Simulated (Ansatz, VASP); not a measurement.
InAs in VASP and in Ansatz

```xyz
2
Lattice="0.0000 3.0180 3.0180 3.0180 0.0000 3.0180 3.0180 3.0180 0.0000" Properties=species:S:1:pos:R:3 pbc="T T T"
In    0.0000    0.0000    0.0000
As    4.5270    4.5270    4.5270
```

Alike in both runs: functional PBEsol; k mesh 6 × 6 × 6; occupations fermi-dirac, width 0.05 eV; no spin polarisation.

```csv
,VASP,Ansatz
version,VASP 6.6.1,Ansatz 0.2.0
potentials or method,"VASP PAW PBE potentials, release 64 (In_d, As), cutoff 520 eV","all-electron LAPW, scalar-relativistic"
task,single point,band structure
```

VASP gave:

* gap on the k mesh at the Fermi level (eV): none
* pressure (GPa): 1.7

Question: Which values does Ansatz return?

Answer: gap on the k mesh at the Fermi level (eV): none; pressure (GPa): 1.6.

A gap of «none» marks a metal or a gap that the smearing closes. Ansatz ran all-electron here, so the differences hold the error of VASP's frozen core and of both bases.

Caveats: the PAW data sets were made with another functional, which shifts forces and pressure a little (VASP); the k mesh is thin for a metal, which can move the energy by tens of meV per atom (Ansatz); spin-orbit coupling is left out, which moves the levels of the heavy elements (Ansatz).
